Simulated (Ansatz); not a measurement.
Crystal: AlNi.

```
CELL_PARAMETERS angstrom
1.93869 -1.95319 0.00000
1.93869 1.95319 0.00000
0.00000 0.00000 3.09943
ATOMIC_POSITIONS crystal
Ni 0.50000 0.50000 0.50000
Al 0.00000 0.00000 0.00000
```

The cell comes from a database or a generator and needn't be the stable form of this composition.

* Program: Ansatz 0.2.0
* Task: relaxation of cell and atoms
* Functional: PBEsol
* Dispersion: D4
* Potentials or basis: Ansatz PAW
* Cutoff: 420 eV (not typed: the program's choice for these potentials)
* k mesh: 10 × 10 × 9
* Occupations: fermi-dirac, width 0.05 eV
* Spin: collinear spin, ferromagnetic start
* Starting moments: [1.0, 0.0] μB

At the start: volume 11.74 Å³/atom.

Problem. Where does the relaxation end?

Solution. It ends after 8 steps and the volume is 11.51 Å³/atom (-2.0 %); space group Pm-3m (No. 221, to 0.05 Å); moment 0.00 μB per cell.

The path:
```
step  energy change (eV)  largest force (eV/Å)  volume (Å³)
   1              0.0000                0.0000        23.47
   2             -0.0235                0.0000        23.26
   3             -0.0468                0.0000        23.07
   4             -0.0474                0.0000        22.98
   5             -0.0475                0.0000        23.01
   6             -0.0478                0.0000        23.01
   7             -0.0478                0.0000        23.01
   8             -0.0478                0.0000        23.01
```

Final structure:
```xyz
2
Lattice="2.0116 -2.0116 0.0000 2.0116 2.0116 0.0000 0.0000 0.0000 2.8435" Properties=species:S:1:pos:R:3 pbc="T T T"
Ni    2.0116    0.0000    1.4218
Al    0.0000    0.0000    0.0000
```

Caveat: the plane-wave basis is chosen anew once the cell has moved, so the energies of steps on either side of that aren't comparable; pairwise dispersion overbinds metals, which lowers pressure and volume; the PAW data sets come from PBE, with cores solved anew for the run's functional, which leaves a small shift of forces and pressure; the starting moments weren't kept.
